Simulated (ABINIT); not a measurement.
Write the native input for ABINIT 10.8.3 (patched build) that does the following.

| Quantity | Value |
| --- | --- |
| Task | band structure |
| Functional | PW91 |
| Potentials or basis | JTH PAW PBE v2.0 |
| Cutoff | 463 eV |
| k mesh | 9 × 9 × 5 |
| Occupations | fermi-dirac, width 0.05 eV |
| Spin | no spin polarisation |
| Fine-grid cutoff | 925.187 eV |
| Exchange and correlation inside the PAW spheres | full angular mesh (pawxcdev 0, this build's default; the released program takes 1) |

Zr:

```
CELL_PARAMETERS angstrom
3.23200 0.00000 0.00000
-1.61600 2.79899 0.00000
0.00000 0.00000 5.14700
ATOMIC_POSITIONS crystal
Zr 0.66667 0.33333 0.75000
Zr 0.33333 0.66667 0.25000
```

The input as run:

run.abi

```
# Datasets: ground state, then fixed potential
ndtset 2

# Pseudopotentials
pp_dirpath "./"
pseudos "Zr.GGA_PBE-JTH.xml"

# Structure
acell 6.1075948348 6.1075948347 9.7264203634
rprim
     1.0000000000     0.0000000000     0.0000000000
    -0.5000000000     0.8660254038     0.0000000000
     0.0000000000     0.0000000000     1.0000000000
ntypat 1
znucl 40
natom 2
typat 1 1
xred
     0.6666666667     0.3333333333     0.7500000000
     0.3333333333     0.6666666667     0.2500000000

# Plane-wave basis
ecut 462.593566 eV
pawecutdg 34.0

# Exchange and correlation
ixc -109134

# Bands and occupations
occopt 3
tsmear 0.05 eV

# SCF cycle
nstep 100

# Output
iomode 3
prtwf 0
prteig 0
prtebands 0
enunit 1
prtden1 1

# Dataset 1
kptopt1 1
ngkpt1 9 9 5
nshiftk1 1
shiftk1 0.0 0.0 0.0
nband1 16
tolvrs1 1.0e-9

# Dataset 2: bands along G-M-K-G-A-L-H-A
iscf2 -2
getden2 1
nband2 20
nbdbuf2 2
tolwfr2 1.0e-12
kptopt2 -7
ndivsm2 8
prteig2 1
prtvol2 -3
kptbounds2
     0.0000000000     0.0000000000     0.0000000000
     0.5000000000     0.0000000000     0.0000000000
     0.3333333333     0.3333333333     0.0000000000
     0.0000000000     0.0000000000     0.0000000000
     0.0000000000     0.0000000000     0.5000000000
     0.5000000000     0.0000000000     0.5000000000
     0.3333333333     0.3333333333     0.5000000000
     0.0000000000     0.0000000000     0.5000000000
```

Potentials or basis: JTH PAW PBE v2.0.

The run is started by

```sh
$ abinit run.abi > log 2>&1
```

It gave:

```
Pressure                                              : 0.0 GPa
Band gap on the k mesh                                : none (metal or under the smearing width)
Valence electrons inside the program's atomic spheres : Zr 9.02 (radii [1.1749] Å)
```

Caveat: the PAW data sets were made with another functional, which shifts forces and pressure a little.

Run time: 41 s on 1 thread of Arm Neoverse V2, on a shared host, peak memory 0.13 GiB.
